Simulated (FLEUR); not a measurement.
**Energy mapping worked by hand: 1 ML Co on Ta(110), 2 substrate layers**

Can a spin model with one coupling foretell the energy of a further order of 1 ML Co on Ta(110), 2 substrate layers?

Main program and level: FLEUR MaX-R8.1; PBEsol; all-electron FLAPW film, Dirac cores, scalar-relativistic bands.

## Step 1: The structure

The cell holds 3 atoms: 2 Ta and 1 Co. Its edges and angles: a = 2.860 Å, b = 2.860 Å, c = 18.446 Å, α = 90.0°, β = 90.0°, γ = 109.5°. Pseudomorphic film on a typed substrate lattice, hard-sphere layer spacings, unrelaxed. Vacuum lies along c.

Coordinates:

```xyz
3
Lattice="1.6513 -2.3353 0.0000 1.6513 2.3353 0.0000 0.0000 0.0000 18.4462" Properties=species:S:1:pos:R:3
Ta    0.0000    0.0000    7.0000
Ta    1.6513    0.0000    9.3353
Co    0.0000    0.0000   11.4462
```

## Step 2: The parallel order

All energies count from this run.

inpgen writes inp.xml from crystal.txt; cutoffs, mixing, functional, smearing and local orbitals are then set in the file. The k list default-1 (kpts.xml, not shown) is a Γ-centred 12×12×1 mesh; where the ranks do not divide the number of points, some are split in two of half the weight.

Input file inp.xml:

```
<?xml version="1.0" encoding="UTF-8" standalone="no"?>
<fleurInput fleurInputVersion="0.39">
   <comment>
      Ta2Co
   </comment>
   <calculationSetup>
      <cutoffs Kmax="3.6" Gmax="10.8" GmaxXC="10.8" numbands="0"/>
      <scfLoop itmax="120" minDistance="0.00002" maxIterBroyd="15" imix="Anderson" alpha="0.03" precondParam="0.0" spinf="2.0" sdNocoIR="T"/>
      <coreElectrons ctail="T" frcor="F" kcrel="1" coretail_lmax="0"/>
      <xcFunctional name="PBEs" relativisticCorrections="F"/>
      <magnetism jspins="2"/>
      <soc l_soc="F" theta="0.0" phi="0.0" spav="F"/>
      <expertModes spex="0" secvar="F"/>
      <geometryOptimization l_f="F" forcealpha="1.0" forcemix="BFGS" epsdisp="0.00001" epsforce="0.00001"/>
      <ldaU l_linMix="F" mixParam="0.05" spinf="1.0"/>
   </calculationSetup>
   <cell>
      <bzIntegration valenceElectrons="71.0" mode="hist" fermiSmearingEnergy="0.00293995">
         <kPointListSelection listName="default-1"/>
         <xi:include xmlns:xi="http://www.w3.org/2001/XInclude" href="kpts.xml"> </xi:include>
      </bzIntegration>
      <xi:include xmlns:xi="http://www.w3.org/2001/XInclude" href="sym.xml"> </xi:include>
      <filmLattice scale="1.0" dVac="14.02" dTilda="16.52">
         <bravaisMatrixFilm>
            <row-1>    3.1204669550294879    -4.4130074989117691</row-1>
            <row-2>    3.1204669550294879     4.4130074989117691</row-2>
         </bravaisMatrixFilm>
         <vacuumEnergyParameters vacuum="1" spinUp="-.25" spinDown="-.25"/>
         <vacuumEnergyParameters vacuum="2" spinUp="-.25" spinDown="-.25"/>
      </filmLattice>
   </cell>
   <atomSpecies>
      <species name="Tantalum (Ta)" element="Ta" atomicNumber="73">
         <mtSphere radius="2.41" gridPoints="797" logIncrement="0.017"/>
         <atomicCutoffs lmax="10" lnonsphr="8"/>
         <electronConfig flipSpins="F">
            <coreConfig>(1s1/2) (2s1/2) (2p1/2) (2p3/2) (3s1/2) (3p1/2) (3p3/2) (4s1/2) (3d3/2) (3d5/2) (4p1/2) (4p3/2) (4d3/2) (4d5/2)</coreConfig>
            <valenceConfig>(5s1/2) (5p1/2) (5p3/2) (6s1/2) (4f5/2) (4f7/2) (5d3/2) (5d5/2)</valenceConfig>
            <stateOccupation state="(5d3/2)" spinUp="0.600000" spinDown="0.600000"/>
            <stateOccupation state="(5d5/2)" spinUp="0.900000" spinDown="0.900000"/>
         </electronConfig>
         <energyParameters s="6" p="6" d="5" f="5"/>
         <lo type="SCLO" l="0" n="5" eDeriv="0"/>
         <lo type="SCLO" l="1" n="5" eDeriv="0"/>
         <lo type="SCLO" l="3" n="4" eDeriv="0"/>
      </species>
      <species name="Cobalt (Co2.000" element="Co" atomicNumber="27">
         <mtSphere radius="2.41" gridPoints="797" logIncrement="0.015"/>
         <atomicCutoffs lmax="10" lnonsphr="8"/>
         <electronConfig flipSpins="F">
            <coreConfig>(1s1/2) (2s1/2) (2p1/2) (2p3/2)</coreConfig>
            <valenceConfig>(3s1/2) (3p1/2) (3p3/2) (4s1/2) (3d3/2) (3d5/2)</valenceConfig>
            <stateOccupation state="(3d3/2)" spinUp="1.5" spinDown="1.3"/>
            <stateOccupation state="(3d5/2)" spinUp="3.0" spinDown="1.2"/>
         </electronConfig>
         <energyParameters s="4" p="4" d="3" f="4"/>
         <lo type="SCLO" l="0" n="3" eDeriv="0"/>
         <lo type="SCLO" l="1" n="3" eDeriv="0"/>
      </species>
   </atomSpecies>
   <atomGroups>
      <atomGroup species="Tantalum (Ta)">
         <filmPos label="                   1">.0000000000 .0000000000 -4.2010423575</filmPos>
         <force calculate="T" relaxXYZ="TTT"/>
      </atomGroup>
      <atomGroup species="Tantalum (Ta)">
         <filmPos label="                   2">1.000/2.000 1.000/2.000 .2119728055</filmPos>
         <force calculate="T" relaxXYZ="TTT"/>
      </atomGroup>
      <atomGroup species="Cobalt (Co2.000">
         <filmPos label="                   3">.0000000000 .0000000000 4.2010423575</filmPos>
         <force calculate="T" relaxXYZ="TTT"/>
      </atomGroup>
   </atomGroups>
   <output dos="F" band="F" slice="F">
      <bandDOS minEnergy="-.5*Htr" maxEnergy="0.5*Htr" sigma="0.015" storeEVData="T"/>
      <plotting iplot="0" polar="F">
         <plot TwoD="T" vec1="  1.0  0.0  0.0" vec2="  0.0  1.0  0.0" vec3="  0.0  0.0  1.0" zero="  0.0  0.0 -0.5" file="plot"/>
      </plotting>
      <moessbauerParams electricFieldGradient="F" isomerShift="F" coreHyperfine="F" valenceHyperfine="F"/>
   </output>
</fleurInput>
```

Input file crystal.txt:

```
Ta2Co
&input film=T cartesian=F /
1.65128000000  -2.33526300000  0.00000000000
1.65128000000  2.33526300000  0.00000000000
0.00000000000  0.00000000000  1.00000000000
1.8897261246
1.0 1.0 1.0

3
73 0.00000000000  0.00000000000  -4.20104235748
73 0.50000000000  0.50000000000  0.21197280552
27 0.00000000000  0.00000000000  4.20104235748 : 2.000

&kpt div1=12 div2=12 div3=1 gamma=T /
```

Launch:

```sh
$ OMP_NUM_THREADS=1 inpgen -f crystal.txt > inpgen.log  # inp.xml is then edited as shown
$ OMP_NUM_THREADS=1 mpirun -n 4 fleur_MPI > fleur.log
```

The program printed:

```text
Welcome to FLEUR        (www.flapw.de)
      MaX-Release 8.1          (www.max-centre.eu)

 ========== k-point set info ==========
 Selected k-point list: default-1
 k-point list type: mesh
 0 x 0 x 0
 Number of k points: 44

 [... set-up left out ...]
 Iteration:     1   Distance:      29.03241759 me/bohr^3
 [... lines of the core solver left out ...]
[... rest left out ...]

--- out.xml (last complete iteration) ---
<iteration numberForCurrentRun="   47" overallNumber="   47">
         [... left out ...]
         <bandgap value="0.0054364706" units="eV"/>
[...]
<sumOfEigenvalues value="   -20004.1883344305">
               <coreElectrons value="-19927.4798168519"/>
               <valenceElectrons value="-76.7085175785"/>
            </sumOfEigenvalues>
         [... left out ...]
            <freeEnergy value="-32635.0972372269"/>
            <extrapolationTo0K value="-32635.0955045312"/>
         </totalEnergy>
         <densityConvergence units="me/bohr^3">
            <chargeDensity spin="1" distance="0.0000127468"/>
            <chargeDensity spin="2" distance="0.0000108237"/>
            <overallChargeDensity distance="0.0000157575"/>
            <spinDensity distance="0.0000176343"/>
         </densityConvergence>
      </iteration>
```

Run time: 4.9 min. Hardware: 4 MPI ranks of Intel Xeon Platinum 8175M at 2.50GHz (Skylake/Cascade Lake), shared host; peak memory 0.51 GiB.

Spin moment in the muffin-tin sphere by atom:

```csv
atom,spin moment in the muffin-tin sphere (μB)
Ta1,0.02
Ta2,-0.05
Co3,1.61
```

Read from the output:

```
free energy                                                       : -888046.2361 eV
program's band gap on this mesh (in a metal only a level spacing) : 0.005436 eV
magnetization                                                     : 1.462 μB
final state                                                       : ferromagnetic
```

After 47 cycles the largest moment stands at 1.61 μB.

## Step 3: The orders used for the fit

The other orders were run with the same settings, on meshes that hold the same points. Free energies are divided by the number of Co atoms; q is in fractions of the reciprocal vectors of the first run's cell.

```csv
order,atoms,mesh,free energy (eV),eV per Co,largest moment (μB)
F +,3,12×12×1,-888046.2361,-888046.2361,1.61
"AF q=(1/2,1/2,0) +-",6,6×12×1,-1776092.2953,-888046.1477,1.49
```

## Step 4: Counting neighbours

With E = −Σ J e_i·e_j over ordered pairs of unit vectors, turning a neighbour from parallel to opposed costs 2J a Co atom. So an order lies 2 Σ n J over the parallel one, n being the opposed neighbours in each shell.

```csv
shell,distance (Å),neighbours,"opposed in AF q=(1/2,1/2,0) +-","opposed in AF q=(0,1/2,0) +-"
J1,2.86,4,4,2
J2,3.30,2,0,2
```

Only J1 is kept.

## Step 5: Solving

```
2 × 4 × J1 = +88.4 meV    (AF q=(1/2,1/2,0) +-)
J1 = +11.05 meV
```

## Step 6: The test

The couplings now give the orders that were left out:

```
2 × 2 × (+11.05) = +44.2 meV    (AF q=(0,1/2,0) +-)
```

The runs themselves:

```csv
order,atoms,mesh,free energy (eV),eV per Co,largest moment (μB),over the parallel order (meV),foretold (meV)
"AF q=(0,1/2,0) +-",6,12×6×1,-1776092.3483,-888046.1741,1.57,+62.0,+44.2
```

## Step 7: One more shell

One try is to add the next shell, though changing moments can also cause the miss. Both differences then fix both couplings, and no order is left for a test.

```
2 × 4 × J1 = +88.4 meV    (AF q=(1/2,1/2,0) +-)
2 × 2 × J1 + 2 × 2 × J2 = +62.0 meV    (AF q=(0,1/2,0) +-)
J1 = +11.05 meV
J2 = +4.45 meV
```

## Step 8: Outcome

| Item | Value |
| --- | --- |
| effective coupling of the reversed pairs, counted on J1 (Co–Co at 2.86 Å) | 11.1 meV |
| largest miss on the orders left out | 18 meV |
| J1 with two shells | 11.1 meV |
| J2 with two shells | 4.45 meV |

In words: The model misses the order left out by 18 meV, 20 % of the largest distance from the parallel order, so it holds only roughly. With the next shell added the couplings are J1 = +11.05 and J2 = +4.45 meV, untested. The largest moments of the orders differ by 7.5 % of the greatest. One difference fixes one number: it sums all reversed shells and need not be the coupling of the nearest one, even in sign. A substrate of 2 unrelaxed layers is a model; thickness and relaxation can move these numbers.

[Logs and program files are shortened in this print: banners, set-up blocks, solver, clock and traceback lines can be left out without a mark of their own.]

[Logs are printed without paths, hosts, clocks, repeated set-up lines and the standing remarks that a program may print on its own settings, such as how far it seeks lower states.]

[Hosts, paths, dates, database ids (printed as entryN), source tags and the programs' standing remarks are cut or masked in the printed files.]

[Where a cell is said to come from a database of computed structures, the database is the Materials Project.]
